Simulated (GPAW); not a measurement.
Runs of GPAW 26.7.0 on MgS (Niningerite). It takes space group Fm-3m (No. 225, cubic). Conventional cell: a = 5.203 Å, b = 5.203 Å, c = 5.203 Å, α = 90.00°, β = 90.00°, γ = 90.00°. S (site symmetry m-3m) has 6 Mg at 2.60 Å as nearest neighbours. Mg (site symmetry m-3m) is surrounded by 6 S at 2.60 Å. 

```tsv
task	level	potentials or basis	cell	k mesh	cutoff (eV)	smearing	optimizer	fmax	max steps	convergence	kernel	gap on the mesh (eV)	pressure (GPa)	relaxed volume (Å³/atom)
relaxation of cell and atoms	PBEsol+D3	PAW data sets generated in the run's folder for this functional, pw	relaxed	9 × 9 × 9	800	fermi-dirac 0.05 eV	BFGS	0.02 eV/Å	60	density=1e-05 forces=0.0001	-	2.90	0.0	17.13
relaxation of cell and atoms	PBEsol+D3(BJ)+ATM	PAW data sets generated in the run's folder for this functional, pw	relaxed	9 × 9 × 9	800	fermi-dirac 0.05 eV	BFGS	0.02 eV/Å	60	density=1e-05 forces=0.0001	-	(a)	0.1	16.84
relaxation of cell and atoms	PBEsol+D4	PAW data sets generated in the run's folder for this functional, pw	relaxed	9 × 9 × 9	800	fermi-dirac 0.05 eV	BFGS	0.02 eV/Å	60	density=1e-05 forces=0.0001	-	(b)	0.1	17.07
eps q	r2SCAN	GPAW PAW data sets (gpaw-data 1.2.1), newer versions, pw	as given	7 × 7 × 7	650	fermi-dirac 0.001 eV	-	-	-	-	RPA	3.70	-	-
relaxation of cell and atoms	PBEsol+D3(BJ)	PAW data sets generated in the run's folder for this functional, pw	relaxed	9 × 9 × 9	800	fermi-dirac 0.05 eV	BFGS	0.02 eV/Å	60	density=1e-05 forces=0.0001	-	(c)	0.2	16.74
```

Alike in all rows: no spin polarisation.

Task: Estimate the missing entries.

Result: (a) 2.93; (b) 2.91; (c) 2.95.

Caveats: later steps reuse the first step's grids (some runs); an odd mesh through Γ misses points on the zone boundary, where band edges often lie (some runs); response on these states lacks terms of the Hamiltonian (some runs); the PAW data sets were made with another functional, which shifts forces and pressure a little (some runs).
